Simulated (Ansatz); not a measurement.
**Two Ansatz runs on Sb**

The structure is an experimental refinement, used without relaxation.

First run: DFT, PBE, all-electron PAW with datasets made for the crystal, scalar-relativistic (Ansatz 0.2.0).

Command: `ansatz run input.yaml --threads 1 --pin off --max-ram 2048MiB --backend cpu --events-out ev --progress --plain --runs-dir out` The run took about 8 s on 1 thread of a shared machine.

```yaml
crystal:
  lattice:
    - [2.150600332, 1.2416496806, 3.744]
    - [-2.150600332, 1.2416496806, 3.744]
    - [0.0, -2.4832993611, 3.744]
  atoms:
    - { symbol: Sb, position: [0.23364, 0.23364, 0.23364] }
    - { symbol: Sb, position: [0.76636, 0.76636, 0.76636] }
kpoints:
  mp_grid: { grid: [9, 9, 9] }
  band_path:
    path:
      - [0.0, 0.0, 0.0]
      - [0.5, 0.5, 0.5]
      - [0.7600111779, 0.2399888221, 0.5]
      - [0.5, -0.2399888221, 0.2399888221]
      - [0.5, 0.0, 0.0]
      - [0.0, 0.0, 0.0]
      - [0.369994411, -0.369994411, 0.0]
      - [0.630005589, 0.0, 0.369994411]
      - [0.5, 0.0, 0.5]
    npoints: 8
scf:
  occupations: { method: fermi_dirac, width: 0.05 }
hamiltonian:
  xc: pbe
  pseudopotentials: { kind: all_electron, datasets: crystal }
output:
  forces: true
  stress: true
  eigenvalues: true
  efg: { contact_densities: true }
```

Result: converged; pressure 3.13 GPa; largest force 0.199 eV/Å; gap on the k mesh 0.06 eV (the mesh can miss the band edges); 7 SCF iterations.

No spin–orbit coupling, which matters for the heavy atoms here.

The input is then changed:

```diff
@@ -8,5 +8,5 @@
     - { symbol: Sb, position: [0.76636, 0.76636, 0.76636] }
 kpoints:
-  mp_grid: { grid: [9, 9, 9] }
+  mp_grid: { grid: [11, 11, 11] }
   band_path:
     path:
@@ -23,6 +23,7 @@
 scf:
   occupations: { method: fermi_dirac, width: 0.05 }
+  n_extra_bands: 4
 hamiltonian:
-  xc: pbe
+  xc: r2scan
   pseudopotentials: { kind: all_electron, datasets: crystal }
 output:
```

What does the second run give?

It converged; pressure 2.07 GPa; largest force 0.050 eV/Å; no gap on the k mesh; 8 SCF iterations.
